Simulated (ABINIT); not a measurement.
Crystal: BAs.

```xyz
2
Lattice="0.0000 2.3885 2.3885 2.3885 0.0000 2.3885 2.3885 2.3885 0.0000" Properties=species:S:1:pos:R:3 pbc="T T T"
As    3.5827    3.5827    3.5827
B     0.0000    0.0000    0.0000
```

Program: ABINIT 10.8.3 (patched build). Alike in all runs: task band structure; no spin polarisation; cell as given; k mesh 10 × 10 × 10; smearing fermi-dirac 0.05 eV.

**Question.** Order these runs on this cell by their pressure, lowest first.
A. level RPBE; potentials or basis JTH PAW PBE v2.0 sp; cutoff (eV) 408; fine-grid cutoff 816.342 eV
B. level PBE; potentials or basis SG15 NC PBE v1.2; cutoff (eV) 1143
C. level rPW86PBE; potentials or basis JTH PAW PBE v2.0 sp; cutoff (eV) 408; fine-grid cutoff 816.342 eV

**Answer.** B (2.7 GPa), A (5.9 GPa), C (7.6 GPa).

Caveats: the PAW data sets were made with another functional, which shifts forces and pressure a little (some runs); this set keeps more shells in the core, which shifts pressures and gaps (some runs).

Not every run made on this cell is shown here.
